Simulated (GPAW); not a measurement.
Lu in GPAW: convergence with k mesh

Input of the first run (k mesh 3 × 3 × 2); the others differ in this setting and in those tied to it:

File run.py:

```python
import json
import numpy as np
from ase import Atoms
from ase.dft.bandgap import bandgap
from ase.io import write
from ase.units import GPa
from gpaw import GPAW, PW

atoms = Atoms(['Lu', 'Lu'],
              cell=[[3.5031, 0.0, 0.0],
                    [-1.75155, 3.033773592, 0.0],
                    [0.0, 0.0, 5.5509]],
              scaled_positions=[[0.6666666667, 0.3333333333, 0.75],
                                [0.3333333333, 0.6666666667, 0.25]],
              pbc=True)

calc = GPAW(mode=PW(600),
            xc='MGGA_X_REVTPSS+MGGA_C_REVTPSS',
            kpts={'size': (3, 3, 2), 'gamma': True},
            occupations={'name': 'fermi-dirac', 'width': 0.05},
            nbands=46,
            convergence={'density': 1e-05, 'energy': 1e-05},
            eigensolver='davidson',
            maxiter=150,
            txt='gpaw.txt')
atoms.calc = calc
energy = atoms.get_potential_energy()
forces = atoms.get_forces()
stress = atoms.get_stress()
calc.write('gs.gpw')
write('result.traj', atoms)
print(f'Energy: {energy:.6f} eV')
print('Forces (eV/A):')
print(forces.round(4))
print('Stress (GPa):', (stress / GPa).round(3))
print('Fermi level:', round(calc.get_fermi_level(), 4), 'eV')
print(f'Gap: {bandgap(calc)[0]:.4f} eV, direct: {bandgap(calc, direct=True)[0]:.4f} eV')

size = (6, 6, 4)
dense = calc.fixed_density(kpts={'size': size, 'gamma': True}, update_fermi_level=True,
                           convergence={'bands': 'CBM+2.0', 'eigenstates': 1e-7}, txt='dense.txt')
ef = dense.get_fermi_level()
index = np.round(dense.get_bz_k_points() * size).astype(int) % size
recip = 2 * np.pi * atoms.cell.reciprocal()
sheets = []
for s, e_kn in enumerate(dense.eigenvalues()):
    for n in range(e_kn.shape[1] - 2):
        if e_kn[:, n].min() < ef < e_kn[:, n].max():
            e = np.empty(size)
            e[tuple(index.T)] = e_kn[dense.get_bz_to_ibz_map(), n] - ef
            de = np.array([(np.roll(e, -1, c) - np.roll(e, 1, c)) * size[c] / 2 for c in range(3)])
            v = np.linalg.norm(np.einsum('vc,cxyz->vxyz', np.linalg.inv(recip), de), axis=0)
            w = np.exp(-(e / 0.1)**2) / (0.1 * np.pi**0.5)
            sheets.append({'spin': s, 'band': n, 'filled': (e < 0).mean(), 'dos': w.mean(), 'bottom': e.min(), 'top': e.max(),
                           'velocity': (w * v).sum() / w.sum() * 1.519267e5, 'slice': e[:, :, 0].round(3).tolist()})
            print(f'spin {s} band {n}: filled share {sheets[-1]["filled"]:.3f}, from {e.min():.3f} to {e.max():.3f} eV,',
                  f'{w.mean():.3f} states/eV, mean velocity {sheets[-1]["velocity"]:.3e} m/s')
print('Fermi level on the dense mesh:', round(ef, 4), 'eV,', len(sheets), 'sheets')
json.dump({'ef': ef, 'sheets': sheets}, open('fermi.json', 'w'))
```

Potentials or basis: GPAW PAW data sets (gpaw-data 1.2.1), pw.

Run with:

```sh
$ OMP_NUM_THREADS=1 python run.py
```

Hardware: 1 thread of Arm Neoverse V2, with other jobs on the host.

```tsv
k mesh	energy less the tightest run, at zero smearing (meV/atom)	pressure (GPa)	SCF cycles	CPU time (s)	peak memory (GiB)
3 × 3 × 2	77.93	-3.36	17	72	1
4 × 4 × 3	9.72	-2.03	17	99	1
5 × 5 × 3	24.01	-2.40	17	130	1.1
7 × 7 × 4	-8.71	-3.03	17	250	1.2
8 × 8 × 5	0.40	-2.72	17	340	1.3
10 × 10 × 5	0.00	-2.75	17	510	1.5
```

Against the tightest run, the energy stays within 1 meV/atom from 8 × 8 × 5 on; the pressure stays within 0.1 GPa from 8 × 8 × 5 on. Meshes of other sizes hit other points, so gaps and Fermi surfaces needn't settle smoothly. The tightest run that finished is the yardstick and may itself not be fully converged.

Caveat, for the tightest run too: the cutoff is short for stress and forces, so pressures can be off by a GPa or more; one-centre terms of the f shell are cut off; the PAW data sets were made with another functional, which shifts forces and pressure a little. The run has no spin-orbit coupling, so splittings on Lu are missing.
